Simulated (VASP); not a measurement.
Here is a VASP 6.6.1 calculation.

File INCAR:

```
SYSTEM = BeS
PREC     = Accurate       ! precision mode
ENCUT    = 600            ! plane-wave cutoff, eV
EDIFF    = 1E-7           ! SCF threshold, eV
ISMEAR   = -1             ! smearing method
SIGMA    = 0.05           ! smearing width, eV
LREAL    = .FALSE.        ! projectors in reciprocal space
LASPH    = .TRUE.         ! aspherical terms in the spheres
NELM     = 60             ! most SCF steps
ALGO     = Fast           ! electronic algorithm
ISIF     = 3              ! what is computed and relaxed
LWAVE    = .FALSE.        ! write WAVECAR
LCHARG   = .FALSE.        ! write CHGCAR
GGA      = RE             ! functional
IVDW     = 1              ! dispersion correction
IBRION   = 2              ! ionic algorithm
NSW      = 60             ! ionic steps
EDIFFG   = -0.02          ! ionic threshold
```

The input KPOINTS:

```
regular mesh
0
G
  9 9 9
  0 0 0
```

POSCAR

```
BeS
1.0
    0.0000000000      2.4250000000      2.4250000000
    2.4250000000      0.0000000000      2.4250000000
    2.4250000000      2.4250000000      0.0000000000
S Be
1 1
Direct
    0.7500000000      0.7500000000      0.7500000000
    0.0000000000      0.0000000000      0.0000000000
```

Potentials or basis: VASP PAW PBE potentials, release 64 (S, Be).

The run is started by

```sh
$ cat potpaw_PBE.64/S/POTCAR potpaw_PBE.64/Be/POTCAR > POTCAR
$ mpirun -np 1 vasp_std > vasp.out
```

Estimate the relaxed volume.

14.40 Å³/atom.

Predict the dispersion energy per atom.

-0.231 eV.

What does it give for the relaxed cell?

a = 3.440 Å, b = 3.440 Å, c = 3.440 Å, α = 60.00°, β = 60.00°, γ = 60.00°.

Predict the band gap on the k mesh.

3.30 eV, indirect (least direct gap 5.72 eV).

The path:
| step | energy change (eV) | largest force (eV/Å) | pressure (GPa) | volume (Å³) |
| --- | --- | --- | --- | --- |
| 1 | 0.0000 | 0.0000 | 0.73 | 28.52 |
| 2 | -0.0004 | 0.0000 | -0.19 | 28.79 |

Caveat: the PAW data sets were made with another functional, which shifts forces and pressure a little; an odd mesh through Γ misses points on the zone boundary, where band edges often lie.
